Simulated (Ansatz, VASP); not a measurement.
# C: VASP beside Ansatz

```
C
1.0
     0.00000    1.93033    1.50566
     1.93033    0.00000    1.50566
     1.93033    1.93033    0.00000
C
2
Direct
  0.50000 0.50000 0.50000
  0.75000 0.75000 0.75000
```

Alike in both runs: task single point; functional PBEsol; k mesh 12 × 12 × 12; occupations gaussian, width 0.05 eV; no spin polarisation.

```csv
,VASP,Ansatz
version,VASP 6.6.1,Ansatz 0.2.0
potentials or method,"VASP PAW PBE potentials, release 64 (C)","scalar-relativistic, plane waves, PAW"
plane-wave cutoff (eV),520,420
valence electrons in the cell,8,8
```

Ansatz gave:

```
gap on the k mesh at the Fermi level (eV)       : none
pressure (GPa)                                  : 0.3
largest component of the traceless stress (GPa) : 109.14
```

**Question.** Which values does VASP return?

**Answer.** gap on the k mesh at the Fermi level (eV): none; pressure (GPa): 1.3; largest component of the traceless stress (GPa): 108.95.

A gap of «none» marks a metal or a gap that the smearing closes. The functional is the same, so the differences come from potentials, cutoffs and numerics.

Caveats: the PAW data sets were made with another functional, which shifts forces and pressure a little (VASP).
